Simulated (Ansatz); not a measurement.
MnS:

```
Mn S
1.0
     0.00000    2.60450    2.60450
     2.60450    0.00000    2.60450
     2.60450    2.60450    0.00000
Mn S
1 1
Direct
  0.00000 0.00000 0.00000
  0.50000 0.50000 0.50000
```

Base run:

* Program: Ansatz 0.2.0
* Functional: PBEsol
* Potentials or basis: Ansatz PAW
* Cutoff: 420 eV (not typed: the program's choice for these potentials)
* k mesh: 9 × 9 × 9
* Occupations: fermi-dirac, width 0.05 eV
* Spin: collinear spin, ferromagnetic start
* Starting moments: [5.5, 0.0] μB

Its results: band gap on the k mesh none (metal or under the smearing width); pressure -7.3 GPa.

Task: The run is repeated on the same cell with these changes: spin from collinear spin, ferromagnetic start to no spin polarisation. What comes out?

Result: Band gap on the k mesh none (metal or under the smearing width); pressure -27.8 GPa.

Caveats: semilocal functionals often make such compounds metallic where correlation or magnetic order opens a gap, which also shifts bond lengths; the PAW data sets come from PBE, with cores solved anew for the run's functional, which leaves a small shift of forces and pressure; a cell with one magnetic atom can't hold antiferromagnetic order, which such compounds often take (some runs).
